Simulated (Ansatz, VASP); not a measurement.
HfB2 in VASP and in Ansatz

```
Hf B
1.0
     3.13268    0.00000    0.00000
    -1.56634    2.71298    0.00000
     0.00000    0.00000    3.47921
Hf B
1 2
Direct
  0.00000 0.00000 0.00000
  0.31667 0.65833 0.50000
  0.68333 0.34167 0.50000
```

Change from the starting cell: shortest bond scaled by 0.95, PAW files.

Alike in both runs: task single point; functional PBEsol; k mesh 10 × 10 × 8; occupations fermi-dirac, width 0.05 eV; no spin polarisation.

|  | VASP | Ansatz |
| --- | --- | --- |
| version | VASP 6.6.1 | Ansatz 0.2.0 |
| potentials or method | VASP PAW PBE potentials, release 64 (Hf_pv, B) | PAW with Ansatz's default frozen-core files, scalar-relativistic |
| plane-wave cutoff (eV) | 520 | 420 |
| valence electrons in the cell | 16 | 32 |

Ansatz gave:

| Property | Result |
| --- | --- |
| pressure (GPa) | -2.4 |
| largest component of the traceless stress (GPa) | 2.16 |
| rms of the force components (eV/Å) | 0.632 |

Q: What did VASP give for the same quantities?

A: Pressure (GPa): -2.5; largest component of the traceless stress (GPa): 1.97; rms of the force components (eV/Å): 0.640.

Atom by atom the forces differ by 0.007 eV/Å (rms over components). With one functional, cell and mesh, what is left measures potentials, basis and numerics. The two sets of potentials don't hold the same shells in valence.

Caveats: the PAW data sets were made with another functional, which shifts forces and pressure a little (VASP). The runs have no spin-orbit coupling, so splittings on Hf are missing.
